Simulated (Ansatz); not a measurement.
# C8H6: the cost of one run

Method: the levels named in each step, in Ansatz 0.2.0.

### 1 The structure to begin with

Bond lengths: C1–C2 1.200 Å, C2–C3 1.416 Å, C3–C4 1.393 Å, C4–C5 1.382 Å, C5–C6 1.387 Å, C6–C7 1.385 Å, C3–C8 1.396 Å, C7–C8 1.382 Å, C1–H9 1.049 Å, C4–H10 1.080 Å, C5–H11 1.081 Å, C6–H12 1.080 Å, C7–H13 1.081 Å, C8–H14 1.080 Å. Angles (14 of 20 angles, heavy atoms first): C1–C2–C3 179.8°, C2–C3–C4 120.2°, C2–C3–C8 120.2°, C4–C3–C8 119.6°, C3–C4–C5 120.0°, C4–C5–C6 120.2°, C5–C6–C7 120.0°, C6–C7–C8 120.3°, C3–C8–C7 119.9°, C2–C1–H9 180.0°, C3–C4–H10 119.3°, C5–C4–H10 120.7°, C4–C5–H11 119.8°, C6–C5–H11 120.0°.

As a file:

```xyz
14

C     2.1080    1.7959    1.5633
C     1.3100    1.1205    0.9735
C     0.3717    0.3205    0.2773
C    -0.1444    0.7481   -0.9443
C    -1.0582   -0.0372   -1.6206
C    -1.4626   -1.2529   -1.0888
C    -0.9534   -1.6802    0.1258
C    -0.0375   -0.9034    0.8091
H     2.8049    2.3863    2.0791
H     0.1759    1.6961   -1.3517
H    -1.4570    0.2973   -2.5675
H    -2.1740   -1.8669   -1.6216
H    -1.2707   -2.6261    0.5404
H     0.3673   -1.2324    1.7553
```

### 2 A rough first relaxation, PBE-D4/def2-SVP

This run stands in another session on the same molecule. It ended at:

```xyz
14

C     2.1428    1.8273    1.5907
C     1.3303    1.1352    0.9880
C     0.3832    0.3269    0.2846
C    -0.1472    0.7550   -0.9580
C    -1.0738   -0.0401   -1.6427
C    -1.4862   -1.2705   -1.1053
C    -0.9661   -1.7042    0.1253
C    -0.0391   -0.9165    0.8178
H     2.8592    2.4377    2.1223
H     0.1801    1.7191   -1.3736
H    -1.4764    0.3062   -2.6067
H    -2.2148   -1.8928   -1.6465
H    -1.2843   -2.6675    0.5523
H     0.3723   -1.2503    1.7814
```

### 3 Relaxation, PBE0-D4/def2-TZVP

This run stands in another session on the same molecule. It ended at:

```xyz
14

C     2.1144    1.8032    1.5695
C     1.3180    1.1236    0.9780
C     0.3757    0.3193    0.2781
C    -0.1457    0.7449   -0.9463
C    -1.0616   -0.0403   -1.6238
C    -1.4689   -1.2558   -1.0925
C    -0.9554   -1.6848    0.1231
C    -0.0391   -0.9056    0.8069
H     2.8190    2.4047    2.0930
H     0.1761    1.6947   -1.3557
H    -1.4604    0.2986   -2.5729
H    -2.1864   -1.8686   -1.6258
H    -1.2710   -2.6334    0.5417
H     0.3653   -1.2349    1.7563
```

### 4 Relaxation, PBE0-D4/def2-SVP

This run stands in another session on the same molecule. It ended at:

```xyz
14

C     2.1285    1.8155    1.5802
C     1.3251    1.1297    0.9833
C     0.3787    0.3217    0.2802
C    -0.1465    0.7487   -0.9513
C    -1.0671   -0.0406   -1.6321
C    -1.4767   -1.2623   -1.0982
C    -0.9604   -1.6934    0.1237
C    -0.0393   -0.9104    0.8111
H     2.8398    2.4228    2.1086
H     0.1775    1.7057   -1.3647
H    -1.4691    0.3009   -2.5889
H    -2.2001   -1.8799   -1.6356
H    -1.2785   -2.6498    0.5455
H     0.3680   -1.2432    1.7677
```

### 5 Frequencies, PBE0-D4/def2-SVP

input.yaml reads:

```yaml
crystal:
  periodic: [false, false, false]
  atoms:
    - { symbol: C, position_ang: [2.12854987, 1.8155141, 1.58016618] }
    - { symbol: C, position_ang: [1.32505703, 1.12969073, 0.98330029] }
    - { symbol: C, position_ang: [0.37868429, 0.32173801, 0.28021779] }
    - { symbol: C, position_ang: [-0.14646884, 0.74870702, -0.95126485] }
    - { symbol: C, position_ang: [-1.06711664, -0.04057019, -1.63209391] }
    - { symbol: C, position_ang: [-1.47666025, -1.26225841, -1.09815266] }
    - { symbol: C, position_ang: [-0.96037692, -1.69344463, 0.12367853] }
    - { symbol: C, position_ang: [-0.03932914, -0.91036537, 0.81109122] }
    - { symbol: H, position_ang: [2.83984061, 2.422765, 2.10862397] }
    - { symbol: H, position_ang: [0.17751921, 1.70572954, -1.36472994] }
    - { symbol: H, position_ang: [-1.46906647, 0.30090986, -2.58893605] }
    - { symbol: H, position_ang: [-2.20011969, -1.87988711, -1.63560569] }
    - { symbol: H, position_ang: [-1.27850937, -2.64979575, 0.54546453] }
    - { symbol: H, position_ang: [0.3679563, -1.24316282, 1.76774057] }
basis:
  gaussian: { orbitals: def2-SVP }
hamiltonian:
  xc: pbe0
  dispersion: d4
phonons: {}
```

Launch:

```bash
ansatz run input.yaml --threads 8 --pin off --max-ram 22528MiB --backend cpu --events-out ev --progress --plain --runs-dir out
```

What time and memory should one allow on 8 threads of Arm Neoverse V2, shared host?

About 94 s, with a peak of 0.43 GiB.
